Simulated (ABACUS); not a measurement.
Zn:

```xyz
1
Lattice="-1.5690 1.5690 1.5690 1.5690 -1.5690 1.5690 1.5690 1.5690 -1.5690" Properties=species:S:1:pos:R:3 pbc="T T T"
Zn    0.0000    0.0000    0.0000
```

This isn't the form of Zn at room conditions, which is hcp.

Base run:

| Item | Value |
| --- | --- |
| Program | ABACUS 3.10.1 |
| Functional | SOGGA |
| Potentials or basis | SG15 ONCV 1.2 PBE |
| Cutoff | 1143 eV |
| Density cutoff | 4572 eV |
| Basis | plane waves |
| k mesh | 12 × 12 × 12 |
| Occupations | fermi-dirac, width 0.05 eV |
| Spin | no spin polarisation |

Its results: band gap on the k mesh none (metal or under the smearing width); pressure -6.9 GPa.

Problem. The run is repeated on the same cell with these changes: functional from SOGGA to PBE. What comes out?

Solution. Band gap on the k mesh none (metal or under the smearing width); pressure -0.4 GPa.

PBE binds less tightly than SOGGA, so the same cell stands under more pressure.

Caveats: the potentials were made for another functional, which shifts forces and pressure (some runs).
